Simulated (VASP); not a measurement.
Write the native input for VASP 6.6.1 that does the following.

```
Task                               : band structure
Functional                         : PBE0
Potentials or basis                : VASP PAW PBE potentials, release 64 (Be, Te)
Cutoff                             : 520 eV
k mesh                             : 8 × 8 × 8
Occupations                        : gaussian, width 0.03 eV
Spin                               : no spin polarisation
Grid for exact exchange (PRECFOCK) : Fast
Exchange at q = 0                  : truncated
Further INCAR settings             : ALGO = Normal; EDIFF = 1e-07; NBANDS = 11
```

BeTe:

```
Be Te
1.0
     0.00000    2.80614    2.80614
     2.80614    0.00000    2.80614
     2.80614    2.80614    0.00000
Be Te
1 1
Cartesian
  0.0000 0.0000 0.0000
  1.4031 1.4031 1.4031
```

These files were run (other wordings do the same):

POSCAR

```
BeTe                                    
1.0
    0.0000000000      2.8061350129      2.8061350129
    2.8061350129      0.0000000000      2.8061350129
    2.8061350129      2.8061350129      0.0000000000
  Be              Te            
     1     1
Direct
     0.0000000000000000    0.0000000000000000    0.0000000000000000
     0.2500000000000000    0.2500000000000000    0.2500000000000000
```

INCAR.step1

```
SYSTEM = BeTe
ALGO     = Normal         ! electronic algorithm
EDIFF    = 1E-5           ! SCF threshold, eV
ENCUT    = 520            ! plane-wave cutoff, eV
GGA      = PE             ! functional
ISIF     = 2              ! what is computed and relaxed
ISMEAR   = 0              ! smearing method
KPAR     = 8            
LASPH    = .True.         ! aspherical terms in the spheres
LCHARG   = .False.        ! write CHGCAR
LREAL    = .False.        ! projectors in reciprocal space
LWAVE    = .True.         ! write WAVECAR
NBANDS   = 11             ! bands
NELM     = 80             ! most SCF steps
PREC     = Accurate       ! precision mode
SIGMA    = 0.03           ! smearing width, eV
```

INCAR.step2

```
SYSTEM = BeTe
AEXX     = 0.25           ! exact-exchange fraction
ALGO     = Normal         ! electronic algorithm
EDIFF    = 1E-7           ! SCF threshold, eV
ENCUT    = 520            ! plane-wave cutoff, eV
GGA      = PE             ! functional
HFRCUT   = -1           
ISIF     = 2              ! what is computed and relaxed
ISMEAR   = 0              ! smearing method
ISTART   = 1            
KPAR     = 8            
LASPH    = .True.         ! aspherical terms in the spheres
LCHARG   = .False.        ! write CHGCAR
LHFCALC  = .True.         ! exact exchange
LREAL    = .False.        ! projectors in reciprocal space
LWAVE    = .False.        ! write WAVECAR
NBANDS   = 11             ! bands
NELM     = 80             ! most SCF steps
PREC     = Accurate       ! precision mode
PRECFOCK = Fast         
SIGMA    = 0.03           ! smearing width, eV
```

KPOINTS

```
k-points
0
Gamma
  8 8 8
  0 0 0
```

KPOINTS_OPT

```
explicit points
6
Reciprocal
 0.0000000000  0.0000000000  0.0000000000 1
 0.3750000000  0.3750000000  0.7500000000 1
 0.5000000000  0.5000000000  0.5000000000 1
 0.6250000000  0.2500000000  0.6250000000 1
 0.5000000000  0.2500000000  0.7500000000 1
 0.5000000000  0.0000000000  0.5000000000 1
```

Potentials or basis: VASP PAW PBE potentials, release 64 (Be, Te).

Run with:

```bash
$ cat potpaw_PBE.64/Be/POTCAR potpaw_PBE.64/Te/POTCAR > POTCAR
$ cp INCAR.step1 INCAR
$ mpirun -np 8 vasp_std > vasp.out
$ cp INCAR.step2 INCAR
$ mpirun -np 8 vasp_std > vasp.out
```

It gave:

```
Pressure                : 0.5 GPa
Band gap on the k mesh  : 3.26 eV, indirect (least direct gap 5.13 eV)
Band gap along the path : 3.26 eV, indirect (least direct gap 5.13 eV)
```

Caveat: the PAW data sets were made with another functional, which shifts forces and pressure a little; spin-orbit coupling is left out, which moves the levels of the heavy elements.

It took 7.2 min on 8 MPI ranks on Intel(R) Xeon(R) 6975P-C (Granite Rapids), on a shared host, peak memory 0.27 GiB a rank.
